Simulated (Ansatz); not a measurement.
Base system: InN in the wurtzite structure (space group P6_3mc, No. 186; a = 3.581 Å, c = 5.788 Å).

Calculations: PBE (Ansatz, a program for electronic structure, PAW, no spin-orbit coupling).

Before the change:

```
Quantity    Value
--------  -------
Pressure  0.0 GPa
```

Perturbation: every lattice vector is shortened by 2.93 %, atoms relaxed at fixed cell.

### Question
What happens to the energy relative to the base and pressure?

### Answer
The energy increases by 53 meV/atom; the pressure (mean of the normal stresses, compression positive) goes from zero to 13.4 GPa.

The mesh was chosen for an insulator and is coarse for the gapless case. The cells carry an imposed strain or load. No phonon test of stability was made. All final runs are without spin polarisation.
